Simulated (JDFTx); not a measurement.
# Sn (Fd-3m) in JDFTx: notebook

One crystal, Sn, is run at these levels: LDA; tasks: equation of state.

Everything below comes from runs of JDFTx 1.7.0 (patched build). Logs are shortened: lines on timing, memory, paths and dates and some standing lists are left out, and cuts for length are marked. The log counts tension as positive stress, the text compression.

## 1. Starting point

The structure is cubic, space group Fd-3m (No. 227). Conventional cell: a = 6.467 Å, b = 6.467 Å, c = 6.467 Å, α = 90.00°, β = 90.00°, γ = 90.00°. Sn (site symmetry -43m) has 4 Sn at 2.80 Å as nearest neighbours.

This isn't the form of Sn at room conditions, which is tetragonal (white tin).

## 2. Equation of state, LDA, 31.77 Å³/atom (volume scaled by 0.94)

File Sn.in:

```
lattice Face-Centered Cubic 11.9708015627
coords-type Lattice
ion Sn     0.7500000000     0.7500000000     0.7500000000 1
ion Sn     0.5000000000     0.5000000000     0.5000000000 1

ion-species pseudo/Sn.upf
elec-cutoff 36 288
elec-ex-corr lda-PW
kpoint-folding 7 7 7
elec-smearing Fermi 0.0018374661
elec-n-bands 21
electronic-SCF nIterations 100 energyDiffThreshold 1e-09
electronic-minimize nIterations 30 energyDiffThreshold 1e-7
forces-output-coords Cartesian

dump-name run.$VAR
dump End Ecomponents EigStats BandEigs Kpoints Forces Stress
```

Potentials or basis: PseudoDojo-SR-LDA-0.4.1-standard.

Run with:

```bash
$ jdftx -c 1 -i Sn.in -o Sn.out
```

Standard output:

```text
*************** JDFTx 1.7.0 (patched build) ***************

[... 9 lines left out ...]
---------- Initializing the Grid ----------
R =
[            0       5.9854       5.9854  ]
[       5.9854            0       5.9854  ]
[       5.9854       5.9854            0  ]
unit cell volume = 428.854
G =
[  -0.524876   0.524876   0.524876  ]
[   0.524876  -0.524876   0.524876  ]
[   0.524876   0.524876  -0.524876  ]
Minimum fftbox size, Smin = [  68  68  68  ]
Chosen fftbox size, S = [  70  70  70  ]

---------- Initializing tighter grid for wavefunction operations ----------
R =
[            0       5.9854       5.9854  ]
[       5.9854            0       5.9854  ]
[       5.9854       5.9854            0  ]
unit cell volume = 428.854
G =
[  -0.524876   0.524876   0.524876  ]
[   0.524876  -0.524876   0.524876  ]
[   0.524876   0.524876  -0.524876  ]
Minimum fftbox size, Smin = [  48  48  48  ]
Chosen fftbox size, S = [  48  48  48  ]

---------- Exchange Correlation functional ----------
Initalized Slater LDA exchange.
Initalized Perdew-Wang LDA correlation.

---------- Setting up pseudopotentials ----------
Width of ionic core gaussian charges (only for fluid interactions / plotting) set to 0

Reading pseudopotential file 'pseudo/Sn.upf':
  'Sn' pseudopotential, 'SLA  PW   NOGX NOGC' functional
  Generated using ONCVPSP code by D. R. Hamann
  14 valence electrons, 3 orbitals, 6 projectors, 1001 radial grid points, with lMax = 2
    4D    l: 2   occupation: 10.0   eigenvalue: -0.951956
    5S    l: 0   occupation:  2.0   eigenvalue: -0.397282
    5P    l: 1   occupation:  2.0   eigenvalue: -0.142135
  Core radius for overlap checks: 2.33 bohrs.

Initialized 1 species with 2 total atoms.

Folded 1 k-points by 7x7x7 to 343 k-points.

---------- Setting up k-points, bands, fillings ----------
Reduced to 20 k-points under symmetry.
Computing the number of bands and number of electrons
Calculating initial fillings.
nElectrons:  28.000000   nBands: 21   nStates: 20

----- Setting up reduced wavefunction bases (one per k-point) -----
average nbasis = 4423.956 , ideal nbasis = 4424.431

---------- Setting up ewald sum ----------
Optimum gaussian width for ewald sums = 2.718465 bohr.
Real space sum over 1331 unit cells with max indices [  5  5  5  ]
Reciprocal space sum over 2197 terms with max indices [  6  6  6  ]

---------- Allocating electronic variables ----------
Initializing wave functions:  linear combination of atomic orbitals
Note: number of bands (21) exceeds available atomic orbitals (18)
Sn pseudo-atom occupations:   s ( 2 )  p ( 2 )  d ( 10 )
	FillingsUpdate:  mu: +0.324353123  nElectrons: 28.000000
LCAOMinimize: Iter:   0  F: -135.6085626119111964  |grad|_K:  6.641e-05  alpha:  1.000e+00
	FillingsUpdate:  mu: +0.324500485  nElectrons: 28.000000
LCAOMinimize: Iter:   1  F: -135.6085805278260636  |grad|_K:  3.617e-06  alpha:  9.220e-01  linmin: -6.781e-03  cgtest:  7.968e-02
LCAOMinimize: Encountered beta<0, resetting CG.
	FillingsUpdate:  mu: +0.324484906  nElectrons: 28.000000
LCAOMinimize: Iter:   2  F: -135.6085805808399414  |grad|_K:  2.001e-07  alpha:  9.188e-01  linmin:  8.448e-04  cgtest: -2.774e-03
	FillingsUpdate:  mu: +0.324485392  nElectrons: 28.000000
LCAOMinimize: Iter:   3  F: -135.6085805810026557  |grad|_K:  2.286e-09  alpha:  9.188e-01  linmin: -3.010e-02  cgtest:  3.633e-01
LCAOMinimize: Encountered beta<0, resetting CG.
LCAOMinimize: Converged (|Delta F|<1.000000e-06 for 2 iters).

-------- Electronic minimization -----------
Will mix electronic density at each iteration.
	FillingsUpdate:  mu: +0.324485392  nElectrons: 28.000000
	FillingsUpdate:  mu: +0.314391036  nElectrons: 28.000000
SCF: Cycle:  0   F: -135.641398278214893   dF: -3.282e-02   |Residual|: 4.509e-02   |deigs|: 1.123e-01
	FillingsUpdate:  mu: +0.316547120  nElectrons: 28.000000
SCF: Cycle:  1   F: -135.642016653194020   dF: -6.184e-04   |Residual|: 2.431e-02   |deigs|: 5.558e-03
	FillingsUpdate:  mu: +0.319563996  nElectrons: 28.000000
SCF: Cycle:  2   F: -135.642265707293291   dF: -2.491e-04   |Residual|: 4.561e-03   |deigs|: 2.988e-03
	FillingsUpdate:  mu: +0.320134305  nElectrons: 28.000000
SCF: Cycle:  3   F: -135.642276172207005   dF: -1.046e-05   |Residual|: 2.182e-03   |deigs|: 1.628e-03
	FillingsUpdate:  mu: +0.320268567  nElectrons: 28.000000
SCF: Cycle:  4   F: -135.642277647438732   dF: -1.475e-06   |Residual|: 9.793e-04   |deigs|: 1.297e-04
	FillingsUpdate:  mu: +0.320373146  nElectrons: 28.000000
SCF: Cycle:  5   F: -135.642277981361360   dF: -3.339e-07   |Residual|: 2.543e-04   |deigs|: 8.358e-05
	FillingsUpdate:  mu: +0.320412536  nElectrons: 28.000000
SCF: Cycle:  6   F: -135.642278039657327   dF: -5.830e-08   |Residual|: 9.887e-05   |deigs|: 7.776e-05
	FillingsUpdate:  mu: +0.320421653  nElectrons: 28.000000
SCF: Cycle:  7   F: -135.642278046639149   dF: -6.982e-09   |Residual|: 1.962e-05   |deigs|: 4.030e-05
	FillingsUpdate:  mu: +0.320420270  nElectrons: 28.000000
SCF: Cycle:  8   F: -135.642278048437589   dF: -1.798e-09   |Residual|: 8.985e-06   |deigs|: 2.454e-05
	FillingsUpdate:  mu: +0.320419954  nElectrons: 28.000000
SCF: Cycle:  9   F: -135.642278049202503   dF: -7.649e-10   |Residual|: 7.524e-06   |deigs|: 2.069e-05
	FillingsUpdate:  mu: +0.320420465  nElectrons: 28.000000
SCF: Cycle: 10   F: -135.642278049432292   dF: -2.298e-10   |Residual|: 2.516e-06   |deigs|: 1.975e-05
SCF: Converged (|Delta E|<1.000000e-09 for 2 iters).

Setting wave functions to eigenvectors of Hamiltonian

# Stress tensor in Cartesian coordinates [Eh/a0^3]:
[ -0.000116088            0            0  ]
[            0 -0.000116088            0  ]
[            0            0 -0.000116088  ]

# Ionic positions in lattice coordinates:
ion Sn   0.750000000000000   0.750000000000000   0.750000000000000 1
ion Sn   0.500000000000000   0.500000000000000   0.500000000000000 1

# Forces in Cartesian coordinates:
force Sn  -0.000000000000000   0.000000000000000   0.000000000000000 1
force Sn   0.000000000000000  -0.000000000000000   0.000000000000000 1

# Energy components:
   Eewald =      -88.1989740721814002
       EH =       42.3555227146314621
     Eloc =     -117.0890435317683824
      Enl =      -44.2755301608047773
      Exc =      -43.4442526053059481
 Exc_core =       21.5129069311668495
       KE =       93.4971532444076701
-------------------------------------
     Etot =     -135.6422174798545370
       TS =        0.0000605695777587
-------------------------------------
        F =     -135.6422780494322922

IonicMinimize: Iter:   0  F: -135.642278049432292  |grad|_K:       -nan
IonicMinimize: None of the convergence criteria satisfied after 0 iterations.

#--- Lowdin population analysis ---
# oxidation-state Sn +0.018 +0.018

Dumping 'run.eigStats' ...
	eMin: -0.483979 at state 19 ( [ +0.142857 +0.428571 -0.285714 ] spin 0 )
	HOMO: +0.309425 at state 1 ( [ +0.000000 +0.000000 +0.142857 ] spin 0 )
	mu  : +0.320420
	LUMO: +0.322927 at state 3 ( [ +0.000000 +0.000000 +0.428571 ] spin 0 )
	eMax: +0.722835 at state 19 ( [ +0.142857 +0.428571 -0.285714 ] spin 0 )
	HOMO-LUMO gap: +0.013503
	Optical gap  : +0.015506 at state 0 ( [ +0.000000 +0.000000 +0.000000 ] spin 0 )
Done!
[note: the HOMO, LUMO and gaps printed at the end count levels as full or empty at half filling, so they show a gap where a level is partly filled]
```

Run time: 53 s. Hardware: 1 thread of Intel Xeon Platinum 8375C at 2.90GHz (Ice Lake), shared host; peak memory 0.17 GiB.

What came out:

| Item | Value |
| --- | --- |
| Free energy | -3691.0144 eV |
| Pressure | 3.4 GPa |
| Band gap on the k mesh | none (metal or under the smearing width) |

## 3. Equation of state, LDA, 32.45 Å³/atom (volume scaled by 0.96)

Sn.in: that of step 2 with these lines changed.

```diff
@@ -1,2 +1,2 @@
-lattice Face-Centered Cubic 11.9708015627
+lattice Face-Centered Cubic 12.0551057596
 coords-type Lattice
```

Potentials or basis: PseudoDojo-SR-LDA-0.4.1-standard.

Run with:

```bash
$ jdftx -c 1 -i Sn.in -o Sn.out
```

Run time: 71 s. Hardware: 1 thread of Intel Xeon Platinum 8375C at 2.90GHz (Ice Lake), shared host; peak memory 0.17 GiB.

Results (log left out):

```yaml
Free_energy: -3691.0381 eV
Pressure: 2.2 GPa
Band_gap_on_the_k_mesh: none (metal or under the smearing width)
```

## 4. Equation of state, LDA, 33.13 Å³/atom (volume scaled by 0.98)

Sn.in: that of step 3 with these lines changed.

```diff
@@ -1,2 +1,2 @@
-lattice Face-Centered Cubic 12.0551057596
+lattice Face-Centered Cubic 12.1382470474
 coords-type Lattice
```

Run with:

```bash
$ jdftx -c 1 -i Sn.in -o Sn.out
```

Wall time 59 s (1 thread of Intel Xeon Platinum 8375C at 2.90GHz (Ice Lake), shared host); peak memory 0.17 GiB.

The run converged. Its results:

- Free energy: -3691.0520 eV
- Pressure: 1.1 GPa
- Band gap on the k mesh: none (metal or under the smearing width)

## 5. Equation of state, LDA, 33.80 Å³/atom

Sn.in: that of step 4 with these lines changed.

```diff
@@ -1,2 +1,2 @@
-lattice Face-Centered Cubic 12.1382470474
+lattice Face-Centered Cubic 12.2202647181
 coords-type Lattice
```

Run with:

```bash
$ jdftx -c 1 -i Sn.in -o Sn.out
```

Wall time 57 s (1 thread of Intel Xeon Platinum 8375C at 2.90GHz (Ice Lake), shared host); peak memory 0.17 GiB.

The run converged. Its results:

- Free energy: -3691.0572 eV
- Pressure: 0.1 GPa
- Band gap on the k mesh: none (metal or under the smearing width)

## 6. Equation of state, LDA, 34.48 Å³/atom (volume scaled by 1.02)

Sn.in: that of step 5 with these lines changed.

```diff
@@ -1,2 +1,2 @@
-lattice Face-Centered Cubic 12.2202647181
+lattice Face-Centered Cubic 12.3011959821
 coords-type Lattice
```

Potentials or basis: PseudoDojo-SR-LDA-0.4.1-standard.

Run with:

```bash
$ jdftx -c 1 -i Sn.in -o Sn.out
```

It took 60 s on 1 thread of Intel Xeon Platinum 8375C at 2.90GHz (Ice Lake), shared host; peak memory 0.17 GiB.

It converged, with:

```
Free energy            : -3691.0547 eV
Pressure               : -0.7 GPa
Band gap on the k mesh : none (metal or under the smearing width)
```

## 7. Equation of state, LDA, 35.16 Å³/atom (volume scaled by 1.04)

Sn.in: that of step 6 with these lines changed.

```diff
@@ -1,2 +1,2 @@
-lattice Face-Centered Cubic 12.3011959821
+lattice Face-Centered Cubic 12.3810761163
 coords-type Lattice
```

Run with:

```bash
$ jdftx -c 1 -i Sn.in -o Sn.out
```

Run time: 55 s. Hardware: 1 thread of Intel Xeon Platinum 8375C at 2.90GHz (Ice Lake), shared host; peak memory 0.17 GiB.

Results (log left out):

| Property | Result |
| --- | --- |
| Free energy | -3691.0454 eV |
| Pressure | -1.5 GPa |
| Band gap on the k mesh | none (metal or under the smearing width) |

## 8. Equation of state, LDA, 35.83 Å³/atom (volume scaled by 1.06)

Sn.in: that of step 7 with these lines changed.

```diff
@@ -1,2 +1,2 @@
-lattice Face-Centered Cubic 12.3810761163
+lattice Face-Centered Cubic 12.4599386001
 coords-type Lattice
```

Run with:

```bash
$ jdftx -c 1 -i Sn.in -o Sn.out
```

Wall time 64 s (1 thread of Intel Xeon Platinum 8375C at 2.90GHz (Ice Lake), shared host); peak memory 0.18 GiB.

The run converged. Its results:

- Free energy: -3691.0302 eV
- Pressure: -2.1 GPa
- Band gap on the k mesh: none (metal or under the smearing width)

## 9. Equation of state, LDA

Potentials or basis: PseudoDojo-SR-LDA-0.4.1-standard.

This step only gathers the single runs of the series.

Results:

| Quantity | Value |
| --- | --- |
| Equilibrium volume | 33.91 Å³/atom |
| Bulk modulus | 45 GPa |
| Pressure derivative of the bulk modulus | 5.2 |

Energy against volume, from the lowest point:
```csv
volume (Å³/atom),energy (meV/atom)
31.775,21.37
32.451,9.53
33.127,2.59
33.803,0.00
34.479,1.24
35.155,5.87
35.831,13.49
```

## 10. The reference run

An earlier run on the cell as given: functional PBE; potentials or basis PseudoDojo-SR-PBE-0.5-standard; cutoff 980 eV; density cutoff 3918 eV; k mesh 7 × 7 × 7; occupations fermi-dirac, width 0.05 eV; no spin polarisation.

* Pressure: 3.9 GPa
* Band gap on the k mesh: none (metal or under the smearing width)
